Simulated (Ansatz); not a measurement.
## Stiffness of Sb from strained cells

```
CELL_PARAMETERS angstrom
3.16000 0.00000 0.00000
0.00000 3.16000 0.00000
0.00000 0.00000 3.16000
ATOMIC_POSITIONS crystal
Sb 0.00000 0.00000 0.00000
```

The cell is COD entry 9013008, as deposited and not checked against the literature; nothing was relaxed.

Spin–orbit coupling is left out, though it moves levels of the heavy atoms by tenths of an eV or more.

These are results of Ansatz 0.2.0, DFT, PBE, all-electron LAPW, scalar-relativistic, not measurements.

Numerical set-up: a Γ-centred 13×13×13 k mesh, Fermi–Dirac smearing of 0.05 eV, basis error target 1 meV/atom, no spin polarisation.

The unstrained cell is at -2.50 GPa. Large strains and very small stresses are left out. Each strain is applied once, with fractional coordinates held (clamped ions), and σ below is the change of stress, positive in tension. One finite strain gives stress–strain coefficients at this pressure with an error of the order of the strain times third-order constants, a few per cent for each per cent of strain. In a metal the k mesh adds noise of tens of per cent to soft shears.

(1) Estimate the stiffness probed by this change, and the stress that it gives: z strained by +1.5 % at fixed volume.

(2) Estimate the stiffness probed by this change, and the stress that it gives: equal xy, yz and zx engineering shear strains of -1 %.

(3) With equal xy, yz and zx engineering shear strains of +1 %, the run gives σxy = 0.15 GPa and γxy = 2εxy = 0.0100. Which stiffness follows?

(4) The two estimates of C44 (clamped ions) differ. Why, and which value is best?

(5) Scaling the volume by 0.9900 and 1.0100 gives -2.05 GPa and -2.92 GPa. Combine this with the best C11 − C12 to estimate C11 and C12.

Answers

(1) σzz − σxx = 3.07 GPa and εzz − εxx = 0.0224, so C11 − C12 = (σzz − σxx)/(εzz − εxx) = 137 GPa.

(2) σxy = -0.13 GPa and γxy = 2εxy = -0.0100, so C44 (clamped ions) = σxy/γxy = 13 GPa.

(3) C44 (clamped ions) = σxy/γxy = 15 GPa.

(4) Finite strains add third-order terms, and in a metal the k mesh adds noise; two strains on one mesh can't tell these apart, so neither value is shown to be the better.

(5) B = −ΔP/Δln V = 43.6 GPa = (C11 + 2 C12)/3; with C11 − C12 = 137.0 GPa, C11 = B + (2/3)(C11 − C12) = 135 GPa and C12 = B − (C11 − C12)/3 = -2 GPa.
